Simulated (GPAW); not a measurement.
# A GW chain in GPAW: NaCl (honeycomb monolayer)

Wanted: ground state, empty states, screening and self-energy for NaCl (honeycomb monolayer).

Method: LDA and many-body steps on it, plane waves, in GPAW 26.7.0.

**1. Set-up**

The cell holds 2 atoms: 1 Na and 1 Cl. Its edges and angles: a = 4.414 Å, b = 4.414 Å, c = 11.400 Å, α = 90.0°, β = 90.0°, γ = 120.0°. Vacuum lies along c.

Coordinates:

```cif
data_structure
_symmetry_space_group_name_H-M 'P 1'
_symmetry_Int_Tables_number 1
_cell_length_a 4.4138
_cell_length_b 4.4138
_cell_length_c 11.4000
_cell_angle_alpha 90.000
_cell_angle_beta 90.000
_cell_angle_gamma 120.000
_cell_volume 192.34
loop_
_atom_site_label
_atom_site_type_symbol
_atom_site_fract_x
_atom_site_fract_y
_atom_site_fract_z
_atom_site_occupancy
Na1 Na 0.33333 0.66667 0.49984 1
Cl2 Cl 0.66667 0.33333 0.50013 1
```

The structure was relaxed with LDA. The runs that relaxed it are not among those shown.

**2. Ground state**

This step: GPAW 26.7.0; DFT, LDA, plane waves, PAW.

The ground-state density comes first.

File run.py:

```python
import json
import numpy as np
from gpaw.mpi import world
from ase import Atoms
from gpaw import GPAW, PW, FermiDirac

atoms = Atoms(['Na', 'Cl'],
    cell=[[4.4138396719, 0.0000000000, 0.0000000000],
      [-2.2069198359, 3.8224972841, 0.0000000000],
      [0.0000000000, 0.0000000000, 11.4000000000]],
    scaled_positions=[[0.3333333333, 0.6666666667, 0.4998364960],
      [0.6666666667, 0.3333333333, 0.5001330023]],
    pbc=(True, True, False))
calc = GPAW(mode=PW(450),
    xc='LDA',
    kpts={'size': (9, 9, 1), 'gamma': True},
    occupations=FermiDirac(0.001),
    nbands=-7,
    convergence={'density': 1e-6, 'bands': -3},
    maxiter=100,
    txt='gs.txt')
atoms.calc = calc
res = {'energy': atoms.get_potential_energy()}
kpts = calc.get_ibz_k_points()
res['kpts'] = kpts
res['eigenvalues'] = [calc.get_eigenvalues(kpt=k) for k in range(len(kpts))]
res['n_electrons'] = calc.get_number_of_electrons()
calc.write('gs.gpw')

if world.rank == 0:
    with open('result.json', 'w') as f:
        json.dump(res, f, default=lambda x: x.tolist())
```

Command:

```console
> mpirun -n 4 gpaw python run.py
```

Output:

```text
__  _  _
 | _ |_)|_||  |
 |__||  | ||/\| - 26.7.0

Input parameters:
  mode=PW(ecut=450.000000),
  convergence={'density': 1e-06, 'bands': -3},
  kpts=MonkhorstPack(size=(9, 9, 1), gamma=True),
  maxiter=100,
  nbands=-7,
  occupations=Occupations(name='fermi-dirac', width=0.001, fixmagmom=False),
  xc=XC(name='LDA')
  [... matrices ...]
Diagonalizing LCAO Hamiltonian
Converting LCAO to pw mode

        Na  Cl

Atoms  # Å, Bohr magnetons
|   | symbol |         x |        y |        z |    initial magnetic moments |
| 0 |     Na | -0.000000 | 2.548332 | 5.698136 | ( 0.0000,  0.0000,  0.0000) |
| 1 |     Cl |  2.206920 | 1.274166 | 5.701516 | ( 0.0000,  0.0000,  0.0000) |

Unit cell  # Å
| periodic |         x |        y |         z |   lengths |     angles |
|      yes |  4.413840 | 0.000000 |  0.000000 |  4.413840 |  90.000000 |
|      yes | -2.206920 | 3.822497 |  0.000000 |  4.413840 |  90.000000 |
|       no |  0.000000 | 0.000000 | 11.400000 | 11.400000 | 120.000000 |

Number of symmetries: 6
Symmetry operations  # r_c * U_cc + t_c -> r_c
|   | kind |            matrix            |
| 0 |  σ   |  1, 1, 0,  0,-1, 0,  0, 0, 1 |
| 1 |  E   |  1, 0, 0,  0, 1, 0,  0, 0, 1 |
| 2 |  C3  |  0, 1, 0, -1,-1, 0,  0, 0, 1 |
| 3 |  σ   |  0,-1, 0, -1, 0, 0,  0, 0, 1 |
| 4 |  σ   | -1, 0, 0,  1, 1, 0,  0, 0, 1 |
| 5 |  C3  | -1,-1, 0,  1, 0, 0,  0, 0, 1 |

BZ-sampling:
  Number of BZ points: 81
  Number of IBZ points: 12

  Monkhorst-Pack size: [9, 9, 1]
  Monkhorst-Pack shift: [0, 0, 0]

K-points  # in reciprocal-cell coordinates
|     |                                coordinates |     weight |
|   0 | (  0.00000000,   0.00000000,   0.00000000) | 0.01234568 |
|   1 | (  0.11111111,   0.00000000,   0.00000000) | 0.07407407 |
|   2 | (  0.22222222,  -0.11111111,   0.00000000) | 0.07407407 |
|   3 | (  0.22222222,   0.00000000,   0.00000000) | 0.07407407 |
|   4 | (  0.33333333,  -0.11111111,   0.00000000) | 0.14814815 |
|   5 | (  0.33333333,   0.00000000,   0.00000000) | 0.07407407 |
|   6 | (  0.33333333,   0.33333333,   0.00000000) | 0.02469136 |
|   7 | (  0.44444444,  -0.22222222,   0.00000000) | 0.07407407 |
|   8 | (  0.44444444,  -0.11111111,   0.00000000) | 0.14814815 |
|   9 | (  0.44444444,   0.00000000,   0.00000000) | 0.07407407 |
| ... |                                            |            |
|  11 | (  0.44444444,   0.44444444,   0.00000000) | 0.07407407 |

Plane wave coefficients: 4185
Cutoff: 450.000000 eV

Spin-components: 1 (collinear spins)
Bands:           14
Projectors:      10
Spin-degeneracy: 2
Datatype:        complex128

  Storage: CPU
  Wave functions: 11_249_280 bytes (2_812_320 per core)
  Projectors: 16_873_920 bytes (4_218_480 per core)
  [... matrices ...]
Parallelization:
  kpt:    4
  domain: 1
  band:   1

Density:
  Valence electrons: 14.0
  Components: 1
  Grid points: [24 24 56]
  Charge: 0.0  # |e|

Potential:
  Grid points: [24 24 56]

species:
  Na:
    name:    Sodium
    Z:       11.0
    valence: 7
    core:    4
    charge:  0.0  # [|e|]
    compensation charges:
      type: gauss
      rc: 0.37  # [Å]
      lmax: 2
    cutoffs:
      filter: 2.17  # [Å]
      core: 2.59  # [Å]
    projectors
    | kind |    occ | energy [eV] | rcut [Å] |
    |   3s |  1.000 |      -2.819 |    1.201 |
    |   2p |  6.000 |     -28.826 |    1.217 |
    |   3p |  0.000 |      -0.774 |    1.217 |
    |    s |        |      24.392 |    1.201 |
    |    d |        |       0.000 |    1.238 |

    Using partial waves for Na as LCAO basis

  Cl:
    name:    Chlorine
    Z:       17.0
    valence: 7
    core:    10
    charge:  0.0  # [|e|]
    compensation charges:
      type: gauss
      rc: 0.25  # [Å]
      lmax: 2
    cutoffs:
      filter: 1.40  # [Å]
      core: 1.49  # [Å]
    projectors
    | kind |    occ | energy [eV] | rcut [Å] |
    |   3s |  2.000 |     -20.688 |    0.794 |
    |   3p |  5.000 |      -8.701 |    0.794 |
    |    s |        |       6.523 |    0.794 |
    |    p |        |      18.511 |    0.794 |
    |    d |        |       0.000 |    0.794 |

    Using partial waves for Cl as LCAO basis

Reference energy: -16917.838178  # eV

eigensolver:
  PPCG
  Converge bands: -3
  niter=2

density mixing:
  MSR1-Mixer
  Pratt-step length: 0.05
  Maximum mixing coefficient: 0.75
  Old densities: 10
  SVD Regularization: 0.005
  Good broyden scale: 1.0
  Trust region scale: 1.0
  Backstep threshold: 4.0
  History deletion threshold: 6.0
  Fourier metric: weight=20.0, sigma=0.015

occupation numbers:
  Fermi-Dirac:
    width: 0.0010  # eV

poisson solver:
  ecut: 3600.000000  # eV

xc functional:
  name: None

Initialization done in: 0.564 s

convergence criteria:
- Maximum integral of absolute [dens]ity change: 1e-06 electrons / valence electron
- Maximum [total energy] change in last 3 cyles: 0.0005 eV / valence electron
- Maximum integral of absolute [eigenst]ate change: 4e-08 eV^2 / valence electron
maximum number of iterations: 100

SCF iterations
|iter     |     time |      energy | eigst |  dens |
|iter:   1|  |   -7.032345 | +0.88 |       |
|iter:   2|  |   -6.980122 | +0.07 | -1.17 |
|iter:   3|  |   -6.767688 | -0.99 | -1.21 |
|iter:   4|  |   -6.767873 | -1.93 | -1.68 |
|iter:   5|  |   -6.768887c| -2.97 | -2.15 |
|iter:   6|  |   -6.768911c| -4.08 | -3.10 |
|iter:   7|  |   -6.768915c| -5.19 | -3.50 |
|iter:   8|  |   -6.768915c| -6.19 | -4.51 |
|iter:   9|  |   -6.768915c| -7.31 | -4.98 |
|iter:  10|  |   -6.768915c| -7.71c| -5.64 |
|iter:  11|  |   -6.768915c| -8.25c| -6.45c|

Converged in 11 steps
SCF loop duration: 2.469 s (0.224 s/step)
Energy contributions relative to reference atoms: (reference = -16917.838178)
  [... matrices ...]
Energy contributions:
  Kinetic:           8.345555
  Coulomb:          -8.230344
  Zero:             -0.040985
  External:          0.000000
  Xc:               -6.843141
  Entropy:          -0.000000
  Spinorbit:         0.000000
  ----------------------------
  Free energy:      -6.768915
  Extrapolated:     -6.768915

dipole moment: (-0.860007, 0.496523, -0.001737)  # |e|*Ang

Fermi level: -4.046
Eigenvalues  # (at kpt = [0.000, 0.000, 0.000])
| band index |      eig [eV] | occ [0-2] |
|          0 |       -26.465 |     2.000 |
|          1 |       -26.411 |     2.000 |
|          2 |       -26.411 |     2.000 |
|          3 |       -17.530 |     2.000 |
|          4 |        -5.814 |     2.000 |
|          5 |        -5.773 |     2.000 |
|          6 |        -5.773 |     2.000 |
|          7 |        -0.510 |     0.000 |
|          8 |         1.313 |     0.000 |
|          9 |         1.620 |     0.000 |
|         10 |         3.907 |     0.000 |
|         11 |         4.785 |     0.000 |
|         12 |         5.098 |     0.000 |
|         13 |         5.098 |     0.000 |

Gap: 5.092 eV
Transition (v -> c):
  (s=0, k=6, n=6, [0.33, 0.33, 0.00]) -> (s=0, k=0, n=7, [0.00, 0.00, 0.00])
Direct/indirect transitions are different
Direct gap: 5.263 eV
Transition at: (s=0, k=0, n=6, [0.00, 0.00, 0.00])
vacuum-level: 1.432  # V
# Writing to gs.gpw (mode='')
  [... matrices ...]
```

Elapsed: 4.5 s, on 4 MPI ranks of Arm Neoverse V2, shared host; peak memory 0.71 GiB; 18 s of CPU time.

This step gave:

```yaml
total_energy: -6.769 eV
gap: 5.092 eV
k_of_the_valence_top: 0.3333, 0.3333, 0
k_of_the_conduction_bottom: 0, 0, 0
least_direct_gap: 5.263 eV
```

The gap is indirect, with the least direct gap 0.17 eV higher.

**3. Bands along the symmetry lines**

Levels along a band path, at the cheap level, show where the edges lie and whether the meshes to come will hold them.

File run.py:

```python
import json
import numpy as np
from gpaw.mpi import world
from gpaw import GPAW

path = [[0.000000, 0.000000, 0.000000],
    [0.062500, 0.000000, 0.000000],
    [0.125000, 0.000000, 0.000000],
    [0.187500, 0.000000, 0.000000],
    [0.250000, 0.000000, 0.000000],
    [0.312500, 0.000000, 0.000000],
    [0.375000, 0.000000, 0.000000],
    [0.437500, 0.000000, 0.000000],
    [0.500000, 0.000000, 0.000000],
    [0.479167, 0.041667, 0.000000],
    [0.458333, 0.083333, 0.000000],
    [0.437500, 0.125000, 0.000000],
    [0.416667, 0.166667, 0.000000],
    [0.395833, 0.208333, 0.000000],
    [0.375000, 0.250000, 0.000000],
    [0.354167, 0.291667, 0.000000],
    [0.333333, 0.333333, 0.000000],
    [0.291667, 0.291667, 0.000000],
    [0.250000, 0.250000, 0.000000],
    [0.208333, 0.208333, 0.000000],
    [0.166667, 0.166667, 0.000000],
    [0.125000, 0.125000, 0.000000],
    [0.083333, 0.083333, 0.000000],
    [0.041667, 0.041667, 0.000000],
    [0.000000, 0.000000, 0.000000]]
calc = GPAW('gs.gpw').fixed_density(kpts=path,
    symmetry='off',
    nbands=17,
    convergence={'bands': 13},
    txt='bands.txt')
res = {}
kpts = calc.get_ibz_k_points()
res['kpts'] = kpts
res['eigenvalues'] = [calc.get_eigenvalues(kpt=k) for k in range(len(kpts))]
res['n_electrons'] = calc.get_number_of_electrons()

if world.rank == 0:
    with open('result.json', 'w') as f:
        json.dump(res, f, default=lambda x: x.tolist())
```

Command:

```console
> mpirun -n 4 gpaw python run.py
```

Output:

```text
Diagonalizing LCAO Hamiltonian
Converting LCAO to pw mode
convergence criteria:
- Maximum integral of absolute [eigenst]ate change: 4e-08 eV^2 / valence electron
maximum number of iterations: 100

SCF iterations
|iter     |     time |      energy | eigst |  dens |
|iter:   1|  |             | +1.95 |       |
|iter:   2|  |             | +0.62 |       |
|iter:   3|  |             | -0.91 |       |
[...]
|iter:   8|  |             | -6.31 |       |
|iter:   9|  |             | -7.34 |       |
|iter:  10|  |             | -7.84c|       |
SCF steps: 10
  __  _  _
 | _ |_)|_||  |
 |__||  | ||/\| - 26.7.0

Input parameters:
  mode=PW(ecut=450.000000),
  convergence={'bands': 13},
  gpts=array([24, 24, 56]),
  kpts=KPoints(kpts=array([[0.      , 0.      , 0.      ],
         [0.0625  , 0.      , 0.      ],
         [0.125   , 0.      , 0.      ],
         [0.1875  , 0.      , 0.      ],
[...]
[0.479167, 0.041667, 0.      ],
         [0.458333, 0.083333, 0.      ],
[...]
[0.416667, 0.166667, 0.      ],
[...]
[0.25    , 0.25    , 0.      ],
[...]
[0.125   , 0.125   , 0.      ],
         [0.083333, 0.083333, 0.      ],
         [0.041667, 0.041667, 0.      ],
         [0.      , 0.      , 0.      ]])),
  maxiter=100,
  nbands=17,
  occupations=Occupations(name='fermi-dirac', width=0.001, fixmagmom=False),
  parallel={},
  symmetry=Symmetry(point_group=False, time_reversal=False),
  xc=XC(name='LDA')
  [... matrices ...]
timing:  # [seconds]
  Total: 0.019  # ━━━━━━━━━━━━━━━━━━━━━━━━━━━━━━━━━━━━━━━━━━━━━━━━━━━━━━━━━━━
```

Elapsed: 7.1 s, on 4 MPI ranks; peak memory 0.78 GiB; 28 s of CPU time.

This step gave:

```
gap                        : 5.092 eV
k of the valence top       : 0.3333, 0.3333, 0
k of the conduction bottom : 0, 0, 0
least direct gap           : 5.263 eV
```

The gap is 5.092 eV, as in the run before at this level.

Electronic bands along the path, in eV, zero at the top of the highest filled band; v1 is the highest filled band, c1 the lowest empty one:

```
  point      v4     v3     v2     v1    c1    c2    c3    c4
      Γ  -11.93  -0.21  -0.17  -0.17  5.09  6.91  7.22  9.51
halfway  -11.87  -0.61  -0.23  -0.12  6.02  7.25  7.95  9.36
      M  -11.80  -0.98  -0.28  -0.02  7.42  7.77  8.24  9.36
halfway  -11.80  -0.90  -0.43  -0.01  7.81  7.96  8.30  9.29
      K  -11.79  -0.75  -0.66   0.00  8.39  8.40  8.48  8.78
halfway  -11.85  -0.67  -0.29  -0.10  6.29  7.36  8.19  9.20
      Γ  -11.93  -0.21  -0.17  -0.17  5.09  6.91  7.22  9.51
```

The electronic bands as a text plot (rows in eV, shown from -8.0 to 9.3 only):

```
    8.9 |            +++++          +++++++++++++++++++
    8.2 |         +++++++++++++++++++++++++++++++   +++
    7.5 |+++++++++++++++++++++++++++          +++++++++++++++++++
    6.7 |++++++      +++++                       +++      +++++++
    6.0 |         +++                               ++++++
    5.3 |+++++++++                                        +++++++
    4.6 |
    3.9 |
    3.1 |
    2.4 |
    1.7 |
    1.0 |
    0.3 |            *******************************
   -0.5 |********************************************************
   -1.2 |              ****************       ***
   -1.9 |
   -2.6 |
   -3.3 |
   -4.0 |
   -4.8 |
   -5.5 |
   -6.2 |
   -6.9 |
   -7.6 |
         Γ                   M           K                      Γ
```

**4. Empty states on the mesh, 6×6×1 mesh, 322 bands**

The sums over transitions need many empty states on a uniform mesh; this step solves for them.

File run.py:

```python
import json
import numpy as np
from gpaw.mpi import world
from gpaw import GPAW

calc = GPAW('gs.gpw').fixed_density(kpts={'size': (6, 6, 1), 'gamma': True},
    parallel={'domain': 1, 'band': 1},
    txt='nscf.txt')
calc.diagonalize_full_hamiltonian(nbands=322)
calc.write('full.gpw', mode='all')
res = {}
kpts = calc.get_ibz_k_points()
res['kpts'] = kpts
res['eigenvalues'] = [calc.get_eigenvalues(kpt=k) for k in range(len(kpts))]
res['n_electrons'] = calc.get_number_of_electrons()

if world.rank == 0:
    with open('result.json', 'w') as f:
        json.dump(res, f, default=lambda x: x.tolist())
```

Command:

```console
> mpirun -n 4 gpaw python run.py
```

Output:

```text
Diagonalizing LCAO Hamiltonian
Converting LCAO to pw mode
convergence criteria:
- Maximum integral of absolute [eigenst]ate change: 4e-08 eV^2 / valence electron
maximum number of iterations: 100

SCF iterations
|iter     |     time |      energy | eigst |  dens |
|iter:   1|  |             | +0.86 |       |
|iter:   2|  |             | +0.13 |       |
|iter:   3|  |             | -1.47 |       |
[...]
|iter:   7|  |             | -5.79 |       |
|iter:   8|  |             | -6.62 |       |
|iter:   9|  |             | -7.55c|       |
SCF steps: 9
  __  _  _
 | _ |_)|_||  |
 |__||  | ||/\| - 26.7.0

Input parameters:
  mode=PW(ecut=450.000000),
  convergence={'density': 1e-06, 'bands': -3},
  gpts=array([24, 24, 56]),
  kpts=MonkhorstPack(size=(6, 6, 1), gamma=True),
  maxiter=100,
  nbands=14,
  occupations=Occupations(name='fermi-dirac', width=0.001, fixmagmom=False),
  parallel={'domain': 1, 'band': 1},
  xc=XC(name='LDA')
Matrix size: 4185x4185
# Writing to full.gpw (mode='all')
  [... matrices ...]

timing:  # [seconds]
  Total: 105.231  # ━━━━━━━━━━━━━━━━━━━━━━━━━━━━━━━━━━━━━━━━━━━━━━━━━━━━━━━━━
```

Wall time 1.8 min (4 MPI ranks); peak memory 5.5 GiB.

Read from the output:

```
gap                                                           : 5.092 eV
k of the valence top                                          : 0.3333, 0.3333, 0
k of the conduction bottom                                    : 0, 0, 0
least direct gap                                              : 5.263 eV
k points computed                                             : 7
lowest point of the top converged band, above the valence top : 83.3948 eV
```

On this mesh the gap is 5.092 eV.

[end of part 1 of 2]

[Long decimals in the printed logs are rounded to 6 places.]

[Logs are printed without paths, hosts, clocks, repeated set-up lines and the standing remarks that a program may print on its own settings, such as how far it seeks lower states.]

[Paths, hosts, dates, memory and timing lines, banners, echoed tables and standing remarks are left out of the program output; an Ansatz launch command may be rebuilt from the run's recorded settings. Measured values are a selection of at most five: reports struck by readers or far from the other reports are left out. None is set beside runs whose start may be inverted or whose files or cutoffs have a known fault.]

[Runs of the session that timed out or met a known fault of the program may be left out.]

[Hosts, paths, dates, database ids (printed as entryN), source tags and the programs' standing remarks are cut or masked in the printed files.]

[Where the starting crystal was built by hand or by swapping elements, it need not be the compound's stable phase.]
